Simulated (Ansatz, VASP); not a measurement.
# MgO: VASP beside Ansatz

Contents of INCAR:

```
PREC = Accurate ; ENCUT = 520
EDIFF = 1E-6 ; ISMEAR = 0
SIGMA = 0.05 ; LREAL = False
LASPH = True ; NELM = 100
ALGO = Normal ; ISIF = 2
LWAVE = False ; LCHARG = True
LELF = True ; LVHAR = True
NBANDS = 11
```

Contents of KPOINTS:

```
Automatic mesh
0
Gamma
  10 10 10
```

Contents of POSCAR:

```
MgO
1.0
    0.0000000000      2.1351500000      2.1351500000
    2.1351500000      0.0000000000      2.1351500000
    2.1351500000      2.1351500000      0.0000000000
Mg O
1 1
Direct
    0.0000000000      0.0000000000      0.0000000000
    0.4882912208      0.4882912208      0.5117087792
```

Input for Ansatz:

```yaml
crystal:
  lattice:
    - [0.0, 2.13515, 2.13515]
    - [2.13515, 0.0, 2.13515]
    - [2.13515, 2.13515, 0.0]
  atoms:
    - { symbol: Mg, position: [0.0, 0.0, 0.0] }
    - { symbol: O, position: [0.4882912208, 0.4882912208, 0.5117087792] }
basis:
  ecutwfc: 420
kpoints:
  mp_grid: { grid: [10, 10, 10] }
hamiltonian:
  xc: lda
scf:
  occupations: { method: gaussian, width: 0.05 }
output:
  forces: true
  stress: true
  eigenvalues: true
```

Change from the starting cell: all O atoms moved -0.050 Å, as atom 2 along Cartesian [0 0 1].

Alike in both runs: task single point; functional LDA; k mesh 10 × 10 × 10; occupations gaussian, width 0.05 eV; no spin polarisation.

|  | VASP | Ansatz |
| --- | --- | --- |
| version | VASP 6.6.1 | Ansatz 0.2.0 |
| potentials or method | VASP PAW LDA potentials, release 64 (Mg, O) | scalar-relativistic, plane waves, PAW |
| plane-wave cutoff (eV) | 520 | 420 |
| valence electrons in the cell | 8 | 16 |

|  | VASP | Ansatz | Ansatz less VASP |
| --- | --- | --- | --- |
| gap on the k mesh at the Fermi level (eV) | 4.27 | 4.27 | 0.000 |
| least direct gap on the mesh (eV) | 4.27 | 4.27 | 0.000 |
| pressure (GPa) | -13.0 | -11.4 | +1.63 |
| largest component of the traceless stress (GPa) | 0.49 | 0.48 | -0.009 |
| rms of the force components (eV/Å) | 0.120 | 0.116 | -0.0036 |

Atom by atom the forces differ by 0.004 eV/Å (rms over components). The two sets of potentials don't hold the same shells in valence.
